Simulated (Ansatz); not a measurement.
**What DFT gives for Al₂ZnO₄**

```
Zn Al O
1.0
     0.00000    4.03610    4.03610
     4.03610    0.00000    4.03610
     4.03610    4.03610    0.00000
Zn Al O
2 4 8
Cartesian
  1.0090 1.0090 1.0090
  7.0632 7.0632 7.0632
  4.0361 4.0361 4.0361
  4.0361 2.0181 2.0181
  2.0181 2.0181 4.0361
  2.0181 4.0361 2.0181
  2.1359 2.1359 2.1359
  5.9363 4.1540 4.1540
  3.9182 3.9182 2.1359
  4.1540 5.9363 4.1540
  2.1359 3.9182 3.9182
  5.9363 5.9363 5.9363
  3.9182 2.1359 3.9182
  4.1540 4.1540 5.9363
```

The numbers come from plane-wave PAW DFT (Ansatz): PBE, no spin polarisation, 420 eV, 6×6×6 Γ-centred k points, fermi-dirac occupations (width 0.1 eV). Nothing was relaxed.

Problem. Is the cell too large or too small?

Solution. The pressure is 7.9 GPa (compression positive), so with the atoms held at these fractions the cell would first expand.

Problem. Which atom feels the largest force, and which way?

Solution. The largest is on O9 (and as large on other atoms): 0.31 eV/Å, components (0.18, 0.18, -0.18). It makes 120° with the line to a nearest neighbour, Al4 at 1.91 Å.

Problem. Describe some of the short contacts.

Solution. Zn–O at 1.95 Å: least valence density 0.62 e/Å³ and ELF 0.20 there. Al–O at 1.91 Å is left out, since its least density falls inside a PAW sphere. These are pseudo-fields; inside the PAW spheres they differ from the all-electron ones.

Problem. Is it stable against the elements?

Solution. -2.59 eV an atom against the elements' usual phases (free molecules for gases, crystals otherwise, with no correction for O₂ or N₂), so it is bound against them; other compounds may still compete. Relaxing would lower it.

Problem. How is the charge shared?

Solution. Bader charges in e: Al +2.55, Zn +1.27, O -1.59. In the mean Al gives up most and O takes most.

Problem. What is the band gap?

Solution. The gap is 4.11 eV, direct at the points sampled.

Problem. Which orbitals make up the band edges?

Solution. Within 0.7 eV of the edges, the states project mainly on O p (82 %) and Zn d (15 %) below the gap and on Zn s (39 %), O s (31 %) and Al s (15 %) above it.

Origin: a database entry at a rescaled volume.
